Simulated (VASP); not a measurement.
TaN:

```xyz
6
Lattice="5.1960 0.0000 0.0000 -2.5980 4.4999 0.0000 0.0000 0.0000 2.9110" Properties=species:S:1:pos:R:3 pbc="T T T"
Ta    0.0000    0.0000    0.0000
Ta    2.5980    1.5000    1.4555
Ta    0.0000    2.9999    1.4555
N    -1.0206    1.7678    0.0000
N     1.5774    2.7321    0.0000
N     2.0412    0.0000    0.0000
```

```yaml
Program: VASP 6.6.1
Task: single point
Functional: PBE
Potentials_or_basis: VASP PAW PBE potentials, release 64 (Ta_pv, N)
Cutoff: 520 eV
k_mesh: 6 × 6 × 9
Occupations: fermi-dirac, width 0.05 eV
Spin: no spin polarisation
```

On this cell: pressure 5.7 GPa; largest force 0.048 eV/Å; band gap on the k mesh none (metal or under the smearing width).

The same run follows on a disturbed copy (atoms moved at random, drawn with an rms of 0.05 Å):

```
Ta N
1.0
     5.19600    0.00000    0.00000
    -2.59800    4.49987    0.00000
     0.00000    0.00000    2.91100
Ta N
3 3
Direct
  0.00454 0.99321 0.00085
  0.65754 0.33311 0.49504
  0.34668 0.67461 0.49303
  0.00591 0.39343 0.01730
  0.61078 0.61349 0.97602
  0.40349 0.00280 0.00168
```

**Question.** What changes?

**Answer.** The energy (extrapolated to zero smearing) moves by +34.2 meV/atom; pressure 6.8 GPa; largest force 2.080 eV/Å; band gap on the k mesh none (metal or under the smearing width).

Forces in eV/Å, atoms in the order of the input:
```
Ta  -0.259  1.181 -0.098
Ta   2.010  0.521  0.117
Ta  -1.302 -0.769  0.202
N   -0.202 -0.200 -0.861
N    0.200 -0.593  1.021
N   -0.447 -0.140 -0.381
```

Stress tensor (GPa, compression positive):
```
6.47 0.07 0.70
0.07 7.70 0.86
0.70 0.86 6.24
```
